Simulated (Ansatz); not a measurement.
## SnSe under changes of volume

One of the cells (26.676 Å³/atom); the others are scaled copies at fixed shape and fractional positions:

```xyz
8
Lattice="11.4200 0.0000 0.0000 0.0000 4.1900 0.0000 0.0000 0.0000 4.4600" Properties=species:S:1:pos:R:3 pbc="T T T"
Sn   10.0153    3.1425    4.0541
Sn    7.1147    1.0475    1.8241
Sn    4.3053    3.1425    2.6359
Sn    1.4047    1.0475    0.4059
Se    7.3431    3.1425    4.3886
Se    9.7869    1.0475    2.1586
Se    1.6331    3.1425    2.3014
Se    4.0769    1.0475    0.0714
```

```yaml
Program: Ansatz 0.2.0
Functional: RPBE
Dispersion: D3(BJ)
Potentials_or_basis: Ansatz PAW
Cutoff: "420 eV (not typed: the program's choice for these potentials)"
k_mesh: 3 × 6 × 6
Occupations: fermi-dirac, width 0.05 eV
Spin: no spin polarisation
```

```csv
volume (Å³/atom),energy over the lowest point (meV/atom),pressure (GPa),gap on the mesh (eV),largest force (eV/Å)
25.076,0.00,-7.3,0.57,0.839
25.609,25.84,-8.2,0.57,0.666
26.143,54.44,-9.0,0.58,0.504
26.676,85.34,-9.6,0.58,0.350
27.210,?,?,?,?
27.743,151.59,-10.1,0.62,0.107
28.277,184.19,-9.3,0.63,0.216
```

Problem. What does the run at 27.210 Å³/atom give?

Solution. Energy over the lowest point 118.03 meV/atom; pressure -10.0 GPa; gap on the mesh 0.60 eV; largest force 0.205 eV/Å.

Worked out: A Birch-Murnaghan fit of order 3 (a polynomial in V^(-2/3)) to the other rows has no minimum within the range. It gives 118.20 meV/atom at 27.210 Å³/atom, against the run's 118.03, and -dE/dV = -9.9 GPa, against -10.0. A parabola through the other rows of the gap, of slope 0.727 eV per unit of ln V there, gives 0.60 eV, against the run's 0.60.

Energies are extrapolated to zero smearing.

Caveats: odd divisions of the mesh miss points on the zone boundary, where band edges often lie, so the gap on the mesh can be too wide; spin-orbit coupling is left out, which moves the levels of the heavy elements; the PAW data sets come from PBE, with cores solved anew for the run's functional, which leaves a small shift of forces and pressure.

A mesh can miss the band edges.
